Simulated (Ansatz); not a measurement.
# C2H2O4: the cost of one run

Method: the levels named in each step, in Ansatz 0.2.0.

## Step 1: Starting point

Bond lengths: O1–C2 1.271 Å, C2–O3 1.395 Å, C2–C4 1.418 Å, C4–O5 1.241 Å, C4–O6 1.406 Å, O3–H7 0.966 Å, O6–H8 0.977 Å. Angles: O1–C2–O3 118.8°, O1–C2–C4 122.8°, O3–C2–C4 118.4°, C2–O3–H7 104.7°, C2–C4–O5 129.4°, C2–C4–O6 110.1°, O5–C4–O6 120.5°, C4–O6–H8 102.2°.

As a file:

```xyz
8

O     0.7098    1.5371   -0.1856
C     0.6112    0.2852    0.0093
O     1.7735   -0.4536    0.2341
C    -0.6318   -0.3978    0.0076
O    -0.8680   -1.6030    0.1828
O    -1.6807    0.5064   -0.2353
H     2.4884    0.1948    0.1923
H    -1.2049    1.3540   -0.3298
```

## Step 2: A rough first relaxation, PBE-D4/def2-SVPD

The input, input.yaml:

```yaml
crystal:
  periodic: [false, false, false]
  atoms:
    - { symbol: O, position_ang: [0.70981, 1.53713, -0.18563] }
    - { symbol: C, position_ang: [0.61117, 0.28522, 0.00933] }
    - { symbol: O, position_ang: [1.77352, -0.45357, 0.23406] }
    - { symbol: C, position_ang: [-0.63179, -0.39776, 0.00761] }
    - { symbol: O, position_ang: [-0.86797, -1.60303, 0.18283] }
    - { symbol: O, position_ang: [-1.68073, 0.50637, -0.23532] }
    - { symbol: H, position_ang: [2.48835, 0.19483, 0.19232] }
    - { symbol: H, position_ang: [-1.20488, 1.35399, -0.32977] }
basis:
  gaussian: { orbitals: def2-SVPD }
hamiltonian:
  xc: pbe
  dispersion: d4
relax:
  f_tol: 0.03
  max_steps: 200
```

Launch:

```
ansatz run input.yaml --threads 4 --pin off --max-ram 10240MiB --backend cpu --events-out ev --progress --plain --runs-dir out
```

What time and memory should one allow on 4 threads of Intel Xeon Platinum 8488C (Sapphire Rapids), shared host?

About 6.9 s, with a peak of 0.2 GiB.
